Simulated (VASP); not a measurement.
Here is a VASP 6.6.1 calculation.

File POSCAR:

```
ZnS
1.0
    0.0000000000      2.7020000000      2.7020000000
    2.7020000000      0.0000000000      2.7020000000
    2.7020000000      2.7020000000      0.0000000000
Zn S
1 1
Direct
    0.7500000000      0.7500000000      0.7500000000
    0.0000000000      0.0000000000      0.0000000000
```

File INCAR.step1:

```
PREC = Accurate ; ENCUT = 600
EDIFF = 1E-5 ; ISMEAR = -1
SIGMA = 0.05 ; LREAL = F
LASPH = T ; NELM = 80
ALGO = Normal ; LWAVE = T
LCHARG = F ; GGA = PE
```

INCAR.step2

```
PREC = Accurate ; ENCUT = 600
EDIFF = 1E-6 ; ISMEAR = -1
SIGMA = 0.05 ; LREAL = F
LASPH = T ; NELM = 80
ALGO = Normal ; ISIF = 3
LWAVE = F ; LCHARG = F
GGA = PS ; LHFCALC = T
HFSCREEN = 0.2 ; PRECFOCK = Fast
IBRION = 2 ; NSW = 40
EDIFFG = -0.02 ; ISTART = 1
```

File KPOINTS:

```
regular mesh
0
Gamma
  5 5 5
```

Potentials or basis: VASP PAW PBE potentials, release 64 (Zn, S).

Launch:

```sh
$ cat potpaw_PBE.64/Zn/POTCAR potpaw_PBE.64/S/POTCAR > POTCAR
$ cp INCAR.step1 INCAR
$ mpirun -np 1 vasp_std > vasp.out
$ cp INCAR.step2 INCAR
$ mpirun -np 1 vasp_std > vasp.out
```

Predict the relaxed cell.

a = 3.795 Å, b = 3.795 Å, c = 3.795 Å, α = 60.00°, β = 60.00°, γ = 60.00°.

Predict the relaxed volume.

19.32 Å³/atom.

Final structure:
```xyz
2
Lattice="0.0000 2.6835 2.6835 2.6835 0.0000 2.6835 2.6835 2.6835 0.0000" Properties=species:S:1:pos:R:3 pbc="T T T"
Zn    4.0252    4.0252    4.0252
S     0.0000    0.0000    0.0000
```

Caveat: the PAW data sets were made with another functional, which shifts forces and pressure a little.
